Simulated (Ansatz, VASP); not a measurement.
One calculation of Pb, two programs

Contents of INCAR:

```
ALGO = Normal
EDIFF = 1E-7
ENCUT = 520
GGA = PE
ISIF = 2
ISMEAR = -1
LASPH = T
LCHARG = T
LELF = T
LREAL = F
LVHAR = T
LWAVE = F
NBANDS = 13
NELM = 60
PREC = Accurate
SIGMA = 0.05
```

Contents of KPOINTS:

```
k-points
0
Gamma
  9 9 9
```

The input POSCAR:

```
Pb
1.0
    0.0000000000      2.5235621278      2.5235621278
    2.5235621278      0.0000000000      2.5235621278
    2.5235621278      2.5235621278      0.0000000000
Pb
1
Direct
    0.0000000000      0.0000000000      0.0000000000
```

File input.yaml:

```yaml
crystal:
  lattice:
    - [0.0, 2.5235621278, 2.5235621278]
    - [2.5235621278, 0.0, 2.5235621278]
    - [2.5235621278, 2.5235621278, 0.0]
  atoms:
    - { symbol: Pb, position: [0.0, 0.0, 0.0] }
kpoints:
  mp_grid: { grid: [9, 9, 9] }
scf:
  occupations: { method: fermi_dirac, width: 0.05 }
hamiltonian:
  xc: pbe
  pseudopotentials: { kind: all_electron, lapw: { basis_error: 0.0005 } }
output:
  forces: true
  stress: true
  eigenvalues: true
```

Change from the starting cell: volume scaled by 1.06.

Alike in both runs: task single point; functional PBE; k mesh 9 × 9 × 9; occupations fermi-dirac, width 0.05 eV; no spin polarisation.

|  | VASP | Ansatz |
| --- | --- | --- |
| version | VASP 6.6.1 | Ansatz 0.2.0 |
| potentials or method | VASP PAW PBE potentials, release 64 (Pb_d) | all-electron LAPW, scalar-relativistic |
| plane-wave cutoff (eV) | 520 | see its input |

Ansatz gave:

```
gap on the k mesh at the Fermi level (eV) : none
pressure (GPa)                            : -0.3
```

Problem. Estimate VASP's values.

Solution. gap on the k mesh at the Fermi level (eV): none; pressure (GPa): -0.4.

A gap of «none» marks a metal or a gap that the smearing closes. Ansatz ran all-electron here, so the differences hold the error of VASP's frozen core and of both bases.

Spin-orbit coupling is left out, which matters for the levels of Pb.
